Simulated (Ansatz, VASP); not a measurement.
**Two plane-wave programs on Si**

```
CELL_PARAMETERS angstrom
0.00000 2.73484 2.73484
2.73484 0.00000 2.73484
2.73484 2.73484 0.00000
ATOMIC_POSITIONS crystal
Si 0.75000 0.75000 0.75000
Si 0.50000 0.50000 0.50000
```

Alike in both runs: task single point; functional HSE06; k mesh 6 × 6 × 6; no spin polarisation.

|  | VASP | Ansatz |
| --- | --- | --- |
| version | VASP 6.6.1 | Ansatz 0.2.0 |
| potentials or method | VASP PAW PBE potentials, release 64 (Si) | scalar-relativistic, plane waves, PAW |
| plane-wave cutoff (eV) | 520 | 420 |
| occupations | gaussian, width 0.01 eV | fixed |
| valence electrons in the cell | 8 | 8 |

```csv
,VASP,Ansatz,Ansatz less VASP
gap on the k mesh at the Fermi level (eV),1.33,1.32,-0.012
least direct gap on the mesh (eV),3.31,3.30,-0.010
```

 A k mesh can miss the band edges.
